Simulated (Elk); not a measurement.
The cell is COD entry 1011363, as deposited and not checked against the literature; nothing was relaxed. It is an old determination, and later ones may differ.

A run on LiBr: DFT, PBE, all-electron APW+lo, Dirac cores, scalar-relativistic bands (Elk 11.2.3 with local patches). The input:

```
tasks
  0
  110
  115

xctype
  20

rgkmax
  8.0

gmaxvr
  16.0

lmaxapw
  10

lmaxo
  7

lmaxi
  3

nrmtscf
  2.0

nempty
  8

epspot
  1e-06

epsengy
  1e-05

maxscl
  6

hmaxvr
  6.0

lradstp
  4

swidth
  0.001

tforce
  .true.

sppath
  './'

avec
  0.00000000000 5.18635334904 5.18635334904
  5.18635334904 0.00000000000 5.18635334904
  5.18635334904 5.18635334904 0.00000000000

atoms
  2
  'Li.in'
  1
  0.000000000000 0.000000000000 0.000000000000   0.000 0.000 0.000
  'Br.in'
  1
  0.500000000000 0.500000000000 0.500000000000   0.000 0.000 0.000

ngridk
  9 9 9
```

Sphere radii set in the species files: Li 1.80, Br 2.40 bohr.

Total energy and RMS change of the potential by loop:

| loop | E (Ha) | RMS ΔV (Ha) |
| --- | --- | --- |
| 1 | -2614.571424 | – |
| 2 | -2616.328251 | 8.67e+00 |
| 3 | -2615.676956 | 4.52e+00 |
| 4 | -2614.878627 | 1.68e+00 |
| 5 | -2614.491603 | 5.03e-01 |
| 6 | -2614.357844 | – |

Messages:

```
Warning(rhonorm): total charge density incorrect for s.c. loop 1
 Calculated :    37.92128870
 Required   :    38.00000000
```

Task: Did this run give a result to trust?

Result: No. The loop stopped after 6 iterations without meeting its targets: maxscl = 6 allows too few loops, and the change of the potential was still falling.
